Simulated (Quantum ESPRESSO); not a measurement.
# KI: zone-centre phonons and dielectric response under several settings

```
I K
1.0
     0.00000    3.53277    3.53277
     3.53277    0.00000    3.53277
     3.53277    3.53277    0.00000
I K
1 1
Direct
  0.50000 0.50000 0.50000
  0.00000 0.00000 0.00000
```

All runs used Quantum ESPRESSO 7.5; k mesh 4 × 4 × 4, shifted; relaxed cell; no spin polarisation; occupations smeared at first, fixed for the response.

| level | potentials | cutoff (eV) | volume (Å³/atom) | lowest optical mode without the field (cm⁻¹) | highest mode with the field (cm⁻¹) | ε∞ (mean) | ε0 (mean) | Born charge of atom 1 (e) |
| --- | --- | --- | --- | --- | --- | --- | --- | --- |
| PBE | JTH 2.0 PBE | 707 | 46.40 | 88 | 127 | 2.80 | 5.9 | -1.16 |
| LDA | PseudoDojo 0.4.1 SR LDA standard | 980 | ? | ? | ? | ? | ? | ? |

Question: What stands in the row left open?

Answer: Volume 39.60 Å³/atom; lowest optical mode without the field 115 cm⁻¹; highest mode with the field 146 cm⁻¹; ε∞ 3.12; ε0 5.1; Born charge of atom 1 -1.11 e.
